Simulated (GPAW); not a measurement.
SnO2:

```xyz
6
Lattice="4.7880 0.0000 0.0000 0.0000 4.8666 0.0000 0.0000 0.0000 3.2409" Properties=species:S:1:pos:R:3 pbc="T T T"
Sn    0.0000    0.0000    0.0000
Sn    2.3940    2.4333    1.6204
O     3.3906    3.3042    0.0000
O     0.9966    3.9957    1.6204
O     3.7914    0.8709    1.6204
O     1.3974    1.5624    0.0000
```

The cell is a database's computed one.

Base run:

* Program: GPAW 26.7.0
* Functional: TB-mBJ
* Potentials or basis: GPAW PAW data sets for LDA (gpaw-data 1.2.1)
* Cutoff: 800 eV
* Basis: pw
* k mesh: 4 × 4 × 6
* Occupations: fermi-dirac, width 0.05 eV
* Spin: no spin polarisation

Its results: band gap on the k mesh 2.55 eV, direct.

Task: The run is repeated on the same cell with these changes: functional from TB-mBJ to LDA; potentials or basis from GPAW PAW data sets for LDA (gpaw-data 1.2.1) to the program's PAW data sets (release 1.2.1) made for this functional. What comes out?

Result: Band gap on the k mesh 0.70 eV, direct.

Caveats: spin-orbit coupling is left out, which moves the levels of the heavy elements; a model potential gives levels but no total energy (some runs).
